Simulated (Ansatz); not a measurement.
# Stiffness of compounds in space group Fm-3m

All numbers below come from Ansatz 0.2.0, DFT, PBE, all-electron LAPW, scalar-relativistic.

All compounds have space group Fm-3m with 1 atom in the primitive cell. V0, B0 and B0′ come from third-order Birch–Murnaghan fits to pressures at five volumes, with shape and internal coordinates held; prototypes and MP cells needn't be known phases. Spin-polarised runs start from parallel moments; other orders may lie lower.

Where a row has no spin, whether a magnetic state lies lower isn't shown here.

Spin–orbit coupling is left out, though it moves levels of the heavy atoms by tenths of an eV or more.

Pd: Pd 4a (0.000 0.000 0.000); COD 9008478, reported; 18×18×18 mesh, smearing 0.05 eV; no spin
Sc: Sc 4a (0.000 0.000 0.000); fcc type, relaxed by us; 13×13×13 mesh, smearing 0.03 eV; no spin
Ca: Ca 4a (0.000 0.000 0.000); fcc type, relaxed by us; 11×11×11 mesh, smearing 0.03 eV; no spin
Sr: Sr 4a (0.000 0.000 0.000); COD 9008484, reported; 10×10×10 mesh, smearing 0.08 eV; no spin
Mn: Mn 4a (0.000 0.000 0.000); fcc type, relaxed by us; 16×16×16 mesh, smearing 0.08 eV; polarised, ending at 0.0 μB
W: W 4a (0.000 0.000 0.000); COD 1534935, reported; 14×14×14 mesh, smearing 0.05 eV; no spin

```
compound  V0 (Å³/atom)  B0 (GPa)  B0′  cell moment (μB)
      Pd         15.31       169  5.5                 –
      Sc         24.64         ?  2.9                 –
      Ca         42.16        17  3.4                 –
      Sr         54.98        12  3.2                 –
      Mn             ?       280  4.4               0.0
       W             ?       283  4.1                 –
```

(1) What belongs in the row "Sc", column "B0 (GPa)"?

(2) Fill in "V0 (Å³/atom)" for the row "W".

(3) What belongs in the row "Mn", column "V0 (Å³/atom)"?

## Answers

(1) 51.

(2) 16.45.

(3) 10.75.
